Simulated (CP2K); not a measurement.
**Ir under changes of volume**

One of the cells (14.059 Å³/atom); the others are scaled copies at fixed shape and fractional positions:

```xyz
1
Lattice="2.7091 0.0000 0.0000 1.3545 2.3461 0.0000 1.3545 0.7820 2.2119" Properties=species:S:1:pos:R:3 pbc="T T T"
Ir    0.0000    0.0000    0.0000
```

- Program: CP2K 2026.2
- Functional: PBEsol
- Potentials or basis: POTENTIAL_UZH Ir GTH-PBE-q17; TZVP-MOLOPT-PBE-GTH basis
- Density cutoff: 6123 eV
- k mesh: 12 × 12 × 12
- Occupations: fermi-dirac, width 0.05 eV
- Spin: no spin polarisation

| volume (Å³/atom) | energy over the lowest point (meV/atom) | pressure (GPa) |
| --- | --- | --- |
| 13.215 | 59.82 | 26.2 |
| 13.496 | 23.28 | 15.8 |
| 13.778 | 3.99 | 6.5 |
| 14.059 | 0.00 | -1.7 |
| 14.340 | ? | ? |
| 14.621 | 31.17 | -15.4 |
| 14.902 | 63.38 | -21.1 |

What does the run at 14.340 Å³/atom give?

Energy over the lowest point 9.58 meV/atom; pressure -9.0 GPa.

Worked out: A Birch-Murnaghan fit of order 3 (a polynomial in V^(-2/3)) to the other rows has its minimum at 14.00 Å³/atom with B0 = V·E''(V) = 394 GPa and B' = 5.0. It gives 9.59 meV/atom at 14.340 Å³/atom, against the run's 9.58, and -dE/dV = -9.0 GPa, against -9.0.

Energies are extrapolated to zero smearing.

Caveats: the potentials were made for another functional, which shifts forces and pressure; the basis of atomic orbitals isn't converged, which shifts pressures, moduli and gaps.
